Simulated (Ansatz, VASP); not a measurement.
## Si: VASP beside Ansatz

```
Si
1.0
     0.00000    2.70639    2.70639
     2.70639    0.00000    2.70639
     2.70639    2.70639    0.00000
Si
2
Cartesian
  2.7064 2.7064 2.7064
  4.0596 4.0596 4.0596
```

Change from the starting cell: volume scaled by 0.99, PAW files.

Alike in both runs: task electric field gradients; functional LDA; k mesh 11 × 11 × 11; occupations fermi-dirac, width 0.08 eV; no spin polarisation.

```csv
,VASP,Ansatz
version,VASP 6.6.1,Ansatz 0.2.0
potentials or method,"VASP PAW LDA potentials, release 64 (Si)","PAW with Ansatz's default frozen-core files, scalar-relativistic"
plane-wave cutoff (eV),520,420
valence electrons in the cell,8,8
```

|  | VASP | Ansatz | Ansatz less VASP |
| --- | --- | --- | --- |
| pressure (GPa) | -0.5 | -0.6 | -0.04 |
| Vzz of the field gradient on the site that differs most (V/Å²) | 0.0 | 0.0 | 0.00 |
